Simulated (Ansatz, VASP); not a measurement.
# TePb: VASP beside Ansatz

```xyz
2
Lattice="0.0000 3.2944 3.2944 3.2944 0.0000 3.2944 3.2944 3.2944 0.0000" Properties=species:S:1:pos:R:3 pbc="T T T"
Pb    0.0000    0.0000    0.0000
Te    3.2944    3.2944    3.2944
```

Change from the starting cell: volume scaled by 1.06.

Alike in both runs: task single point; functional PBEsol; k mesh 7 × 7 × 7; occupations fermi-dirac, width 0.05 eV; no spin polarisation.

```csv
,VASP,Ansatz
version,VASP 6.6.1,Ansatz 0.2.0
potentials or method,"VASP PAW PBE potentials, release 64 (Pb_d, Te), cutoff 520 eV","all-electron LAPW, scalar-relativistic"
```

|  | VASP | Ansatz | Ansatz less VASP |
| --- | --- | --- | --- |
| gap on the k mesh at the Fermi level (eV) | 1.03 | 1.03 | -0.003 |
| least direct gap on the mesh (eV) | 1.03 | 1.03 | -0.003 |
| pressure (GPa) | -2.6 | -2.6 | +0.03 |

Ansatz ran all-electron here, so the differences hold the error of VASP's frozen core and of both bases.

Caveats: the PAW data sets were made with another functional, which shifts forces and pressure a little (VASP). Spin-orbit coupling is left out, which matters for the levels of Pb, Te.
